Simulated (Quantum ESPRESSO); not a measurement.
Write the native input for Quantum ESPRESSO 7.5 that does the following.

```yaml
Task: single point
Functional: PBE
Potentials_or_basis: SSSP 1.3 efficiency PBE
Cutoff: 748 eV
Density_cutoff: 5987 eV
k_mesh: 9 × 9 × 9
Occupations: fermi-dirac, width 0.05 eV
Spin: no spin polarisation
Mixing_beta: 0.5
Most_SCF_iterations: 120
SCF_threshold: 4e-10 Ry
```

MgS (Niningerite):

```
S Mg
1.0
     0.00000    2.60165    2.60165
     2.60165    0.00000    2.60165
     2.60165    2.60165    0.00000
S Mg
1 1
Direct
  0.50000 0.50000 0.50000
  0.00000 0.00000 0.00000
```

The input as run:

pw.in

```
&CONTROL
  calculation = 'scf'
  prefix = 'pwscf'
  outdir = './tmp'
  pseudo_dir = './pseudo'
  tprnfor = .true.
  tstress = .true.
  disk_io = 'nowf'
/
&SYSTEM
  ibrav = 0
  nat = 2
  ntyp = 2
  ecutwfc = 55
  ecutrho = 440
  nbnd = 9
  occupations = 'smearing'
  smearing = 'fd'
  degauss = 0.00367493
/
&ELECTRONS
  conv_thr = 4d-10
  electron_maxstep = 120
  mixing_beta = 0.5
/
ATOMIC_SPECIES
S     32.0600 s_pbe_v1.4.uspp.F.UPF
Mg    24.3050 Mg.pbe-n-kjpaw_psl.0.3.0.UPF
CELL_PARAMETERS angstrom
   0.0000000000    2.6016500000    2.6016500000
   2.6016500000    0.0000000000    2.6016500000
   2.6016500000    2.6016500000    0.0000000000
ATOMIC_POSITIONS crystal
S      0.5000000000    0.5000000000    0.5000000000
Mg     0.0000000000    0.0000000000    0.0000000000
K_POINTS automatic
9 9 9 0 0 0
```

Potentials or basis: SSSP 1.3 efficiency PBE.

Launch:

```sh
$ OMP_NUM_THREADS=1 pw.x -in pw.in > pw.out
```

Results of the run:

- Pressure: 0.8 GPa
- Band gap on the k mesh: 2.90 eV, indirect (least direct gap 3.71 eV)

Caveat: an odd mesh through Γ misses points on the zone boundary, where band edges often lie.

Run time: 27 s on 1 thread of AMD EPYC 7R43 64-Core Processor (Zen 3) (shared host), peak memory 0.21 GiB.
